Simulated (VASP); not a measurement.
Set up this calculation in VASP 6.6.1, as the native input.

* Task: single point
* Functional: RPBE
* Potentials or basis: VASP PAW PBE potentials, release 64 (O)
* Cutoff: 500 eV
* k mesh: 9 × 9 × 9
* Occupations: gaussian, width 0.02 eV
* Spin: no spin polarisation
* Further INCAR settings: ALGO = Normal; EDIFF = 1e-06; NBANDS = 13

The structure of O lies in POSCAR:

```
O
4.2034
    0.398474545582      0.230059386164      0.887852576843
   -0.398474545582      0.230059386164      0.887852576843
    0.000000000000     -0.460118772303      0.887852576843
O
2
Direct
    0.0546147200      0.0546147200      0.0546147200
    0.9453852800      0.9453852800      0.9453852800
```

The real solid is made of molecules; this cell is a model form.

The input as run:

INCAR

```
PREC = Accurate ; ENCUT = 500
EDIFF = 1E-6 ; ISMEAR = 0
SIGMA = 0.02 ; LREAL = False
LASPH = True ; NELM = 80
ALGO = Normal ; ISIF = 2
LWAVE = False ; LCHARG = False
GGA = RP ; NBANDS = 13
```

KPOINTS

```
Automatic mesh
0
Gamma
  9 9 9
```

Potentials or basis: VASP PAW PBE potentials, release 64 (O).

The run is started by

```console
$ cat potpaw_PBE.64/O/POTCAR > POTCAR
$ mpirun -np 1 vasp_std > vasp.out
```

Results of the run:

```yaml
Pressure: 0.3 GPa
Largest_force: 1.068 eV/Å
Band_gap_on_the_k_mesh: none (metal or under the smearing width)
```

Caveat: the standard files for N, O and F lose accuracy on very short bonds; spin is off for a triplet molecule; the PAW data sets were made with another functional, which shifts forces and pressure a little.

Run time: 21 s on 1 thread of Intel(R) Xeon(R) Platinum 8488C (Sapphire Rapids), on a shared host, peak memory 0.17 GiB.
